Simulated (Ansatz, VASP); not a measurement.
**ZnO (zincite) in VASP and in Ansatz**

```
Zn O
1.0
     3.18689    0.00000    0.00000
    -1.59344    2.75993    0.00000
     0.00000    0.00000    5.15271
Zn O
2 2
Direct
  0.33333 0.66667 0.50032
  0.66667 0.33333 0.00032
  0.66667 0.33333 0.37869
  0.33333 0.66667 0.87869
```

Alike in both runs: functional LDA; k mesh 9 × 9 × 6; no spin polarisation.

Ansatz relaxed the structure, and its values are those at the end. VASP's run is a single point on that final structure, the one shown.

|  | VASP | Ansatz |
| --- | --- | --- |
| version | VASP 6.6.1 | Ansatz 0.2.0 |
| potentials or method | VASP PAW LDA potentials, release 64 (Zn, O) | scalar-relativistic, plane waves, PAW |
| plane-wave cutoff (eV) | 520 | 420 |
| occupations | gaussian, width 0.01 eV | fixed |
| valence electrons in the cell | 36 | 36 |

Ansatz gave:

| Quantity | Value |
| --- | --- |
| gap on the k mesh at the Fermi level (eV) | 0.80 |
| least direct gap on the mesh (eV) | 0.80 |
| pressure (GPa) | 0.0 |

Question: Which values does VASP return?

Answer: gap on the k mesh at the Fermi level (eV): 0.81; least direct gap on the mesh (eV): 0.81; pressure (GPa): 1.1.
